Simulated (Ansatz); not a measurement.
**BP (F-43m): response to moved atoms and strain**

Aim: move atoms of BP (F-43m) or strain its cell, and read the forces, the stress and the rise in energy.

Method: DFT PBEsol, scalar-relativistic, plane waves, PAW, in Ansatz 0.2.0.

## 1. Starting point

Symmetry: F-43m, No. 216, cubic system. Conventional cell: a = 4.520 Å, b = 4.520 Å, c = 4.520 Å, α = 90.00°, β = 90.00°, γ = 90.00°. Around B (site symmetry -43m) lie 4 P at 1.96 Å. P (site symmetry -43m) is surrounded by 4 B at 1.96 Å.

Structure file:

```cif
data_structure
_symmetry_space_group_name_H-M 'F-43m'
_symmetry_Int_Tables_number 216
_cell_length_a 4.5201
_cell_length_b 4.5201
_cell_length_c 4.5201
_cell_angle_alpha 90.000
_cell_angle_beta 90.000
_cell_angle_gamma 90.000
_cell_volume 92.35
loop_
_atom_site_label
_atom_site_type_symbol
_atom_site_symmetry_multiplicity
_atom_site_Wyckoff_symbol
_atom_site_fract_x
_atom_site_fract_y
_atom_site_fract_z
_atom_site_occupancy
B1 B 4 a 0.00000 0.00000 0.00000 1
P1 P 4 c 0.25000 0.25000 0.25000 1
```

This cell comes from an earlier session at PBEsol: 11.544 Å³/atom at 0.00 GPa, on a 12×12×12 mesh.

The changes: atom 1 (B) moved 0.05 Å along y; strain e1 = -0.01, atoms carried along.

## 2. Atom 1 (B) moved 0.05 Å along y

The input, input.yaml:

```yaml
crystal:
  lattice:
    - [0.0, 2.2600546357, 2.2600546357]
    - [2.2600546357, 0.0, 2.2600546357]
    - [2.2600546357, 2.2600546357, 0.0]
  atoms:
    - { symbol: B, position: [0.0110616795, -0.0110616795, 0.0110616795] }
    - { symbol: P, position: [0.75, 0.75, 0.75] }
basis:
  ecutwfc: 420
  ecutrho_ratio: 4
kpoints:
  mp_grid: { grid: [12, 12, 12] }
hamiltonian:
  xc: pbesol
scf:
  occupations: { method: gaussian, width: 0.05 }
output:
  forces: true
  stress: true
  eigenvalues: true
  write_density: true
  write_potential: true
  elf: true
  volumetric_format: npy
```

Started as:

```console
$ ansatz run input.yaml --threads 4 --pin off --max-ram 4096MiB --backend cpu --events-out ev --progress --plain --runs-dir out
```

The log of the run (excerpt; [...] marks lines left out):

```text
Warning: RAYON_NUM_THREADS=4 ignored (pool sized by the plan → 4); use --threads N
[...]
Pseudopotentials: kind: paw
Pseudopotential: B, paw, valence charge 3, recommended cutoff 420 eV (normal), B.paw.azcp
Pseudopotential: P, paw, valence charge 5, recommended cutoff 420 eV (normal), P.paw.azcp
Functional definition: PBEsol
[...]
Crystal: 2 atoms, lattice volume = 23.088 Å³
Basis set: ecut = 420 eV, 459 PW (Γ), exchange–correlation on 48×48×48 points (8 copies of the dense FFT grid, shifted against one another)
Bands: 8, of which v1, the nominal top of the filled ones, is band 4 counted from 1 (3 counted from 0)
Symmetry: 4 space group operations
Space group: Imm2 (ITA 44), of the structure as read, at distance tolerance 2.8e-5 Å
k-points: 280 of 1728 (time reversal used)
[...]
SCF iter   1: F=—  HF=-893.566674 eV  |F-HF|=—  |Δ(HF+E_count)|=         —  Δρ=4.59e-3  dr2=5.89e-3  ethr=1.77e-3  ⟨swp⟩=6.1  Hψ=20952  notcnv=0
[...]
SCF iter   6: F=-893.565169 eV  HF=-893.565169 eV  |F-HF|=2.02e-8  |Δ(HF+E_count)|=   7.62e-8  Δρ=1.01e-5  dr2=2.79e-8  ethr=1.25e-9  ⟨swp⟩=9.0  Hψ=15092  notcnv=0
[...]
SCF converged after 6 iterations
Free energy (F): -893.565169 eV
[...]
E sigma→0 (E₀):  -893.565169 eV
Fermi energy:    10.123845 eV
[...]
--- Forces (eV/Å), atoms counted from 1 ---
  atom   1  B     -0.00000000    -0.96645451     0.00000000
  atom   2  P      0.00000000     0.96646927    -0.00000000
[...]
--- Stress (GPa, compression-positive) ---
        0.333136       0.000000      -2.785653
       -0.000000       0.019494       0.000000
       -2.785653       0.000000       0.333136
  P = ⅓ Tr σ = 0.2286 GPa (2.286 kbar)
--- Band table (eV; the first three rows and the last of 280) ---
  k-point 0: bands = ["-6.2090", "8.9962", "9.3975", "9.7742", "12.5110", "12.7506", "13.0230", "16.8965"]
[...]
```

Wall time 2.8 s (4 threads of an Arm CPU, shared host); peak memory 0.37 GiB.

Read off: volume 11.544 Å³/atom, pressure 0.23 GPa, mesh gap 0.70 eV.

Forces on the atoms, as numbers:

```tsv
atom	x (eV/Å)	y (eV/Å)	z (eV/Å)
B1	0.000	-0.966	0.000
P2	0.000	0.966	0.000
```

Axes a, b and c in the maps are those of this run's conventional cell (a, b, c = 3.196, 3.196, 4.520 Å).

Density in a lattice plane of the grid's cell (edges 3.20 and 4.52 Å, at 0.000 of the third edge), which holds B and P.

Ten even steps from '0' (0.04 e/Å³) to '9' (0.97 e/Å³):
```
5565321111123565
6653211000112356
5532110000011235
3321100000001123
2211000000000112
1110000000000011
0000000000000000
0000000000000000
0000001111100000
0000112232211000
0001123454321100
0001245666542100
0112455545554211
1123564212465321
2335774101477533
4457896212698754
6678998545899876
6789988767889987
3588765555567885
2466543323345664
```
Columns run along the first of these edges and rows up along the second, over one cell in 16 and 20 even steps from the bottom left corner. Atoms in the plane (fractional): B at (0.00, 0.01), P at (0.50, 0.25).

ELF in the same plane.

Ten even steps from ' ' (0.00) to '@' (0.95):
```
    ::==++++==------==++++==::  
----======--::......::--======--
++++++==--....      ....--==++++
++++==--::..          ..::--==++
====--::..              ..::--==
::::....                  ....::
....                          ..
              ......            
          ..::------::..        
        ::--==++++++==--::      
      ..--++**######**++--..    
    ..--==++**********++==--..  
..::--==++++--::::::--++++==--::
----++****==..      ..==****++--
==++##%%%%**..      ..**%%%%##++
**##%%@@@@@@++      ++@@@@@@%%##
++**%%@@@@@@%%==::==%%@@@@@@%%**
::--##@@@@@@@@##**##@@@@@@@@##--
    ==%%@@@@%%######%%@@@@%%==  
    ::++######**++**######++::  
```
Columns run along the first of these edges and rows up along the second, over one cell in 16 and 20 even steps from the bottom left corner. Atoms in the plane (fractional): B at (0.00, 0.01), P at (0.50, 0.25).

Both are smooth fields of the valence electrons: close to the nuclei they are not physical.

Maxima of ELF outside the ion cores: 0.95 on the P–B line, 0.9 Å from P.

## 3. Strain e1 = -0.01, atoms carried along

The input, input.yaml:

```yaml
crystal:
  lattice:
    - [0.0, 2.2600546357, 2.2600546357]
    - [2.2374540893, 0.0, 2.2600546357]
    - [2.2374540893, 2.2600546357, 0.0]
  atoms:
    - { symbol: B, position: [0.0, 0.0, 0.0] }
    - { symbol: P, position: [0.75, 0.75, 0.75] }
basis:
  ecutwfc: 420
  ecutrho_ratio: 4
kpoints:
  mp_grid: { grid: [12, 12, 12] }
hamiltonian:
  xc: pbesol
scf:
  occupations: { method: gaussian, width: 0.05 }
output:
  forces: true
  stress: true
  eigenvalues: true
```

Started as:

```console
$ ansatz run input.yaml --threads 4 --pin off --max-ram 4096MiB --backend cpu --events-out ev --progress --plain --runs-dir out
```

The log of the run (excerpt; [...] marks lines left out):

```text
Warning: RAYON_NUM_THREADS=4 ignored (pool sized by the plan → 4); use --threads N
[...]
Pseudopotentials: kind: paw
Pseudopotential: B, paw, valence charge 3, recommended cutoff 420 eV (normal), B.paw.azcp
Pseudopotential: P, paw, valence charge 5, recommended cutoff 420 eV (normal), P.paw.azcp
Functional definition: PBEsol
[...]
Crystal: 2 atoms, lattice volume = 22.857 Å³
Basis set: ecut = 420 eV, 459 PW (Γ), exchange–correlation on 48×48×48 points (8 copies of the dense FFT grid, shifted against one another)
Bands: 8, of which v1, the nominal top of the filled ones, is band 4 counted from 1 (3 counted from 0)
Symmetry: 8 space group operations
Space group: I-4m2 (ITA 119), of the structure as read, at distance tolerance 2.8e-5 Å
k-points: 163 of 1728 (time reversal used)
[...]
SCF iter   1: F=—  HF=-893.588403 eV  |F-HF|=—  |Δ(HF+E_count)|=         —  Δρ=4.66e-3  dr2=5.99e-3  ethr=1.77e-3  ⟨swp⟩=6.1  Hψ=12121  notcnv=0
[...]
SCF iter   6: F=-893.586860 eV  HF=-893.586860 eV  |F-HF|=1.84e-8  |Δ(HF+E_count)|=   7.86e-8  Δρ=9.70e-6  dr2=2.55e-8  ethr=1.25e-9  ⟨swp⟩=5.2  Hψ=6594  notcnv=0
[...]
SCF converged after 6 iterations
Free energy (F): -893.586860 eV
[...]
E sigma→0 (E₀):  -893.586860 eV
Fermi energy:    10.062871 eV
[...]
--- Forces (eV/Å), atoms counted from 1 ---
  atom   1  B      0.00000000     0.00000000    -0.00000000
  atom   2  P      0.00000000     0.00000000    -0.00000000
[...]
--- Stress (GPa, compression-positive) ---
        3.504617       0.000000       0.000000
        0.000000       0.852977       0.000000
        0.000000       0.000000       0.852977
  P = ⅓ Tr σ = 1.7369 GPa (17.369 kbar)
--- Band table (eV; the first three rows and the last of 163) ---
  k-point 0: bands = ["-6.1579", "9.4919", "9.4919", "9.5900", "12.8845", "12.9396", "12.9396", "17.1967"]
[...]
```

It took 1.2 s on 4 threads of an Arm CPU, shared host; peak memory 0.32 GiB.

Read off: volume 11.429 Å³/atom, pressure 1.74 GPa, mesh gap 0.95 eV.

## 4. Results

| change | change of free energy (meV/atom) | largest force (eV/Å) | largest change of stress (GPa) |
| --- | --- | --- | --- |
| atom 1 (B) moved 0.05 Å along y | 12.10 | 0.966 | 2.79 |
| strain e1 = -0.01, atoms carried along | 1.25 | 0.000 | 3.50 |

Moving atom 1 by 0.05 Å meets a restoring force of 0.966 eV/Å along the move, a force constant of about 19.3 eV/Å². The strain e1 = -0.01 changes that stress component by +3.50 GPa (compression positive), a ratio of 350 GPa; that is a secant over a finite strain with the atoms carried along, not the elastic constant. No change lowers the energy by more than 0.5 meV/atom; other distortions weren't tried.
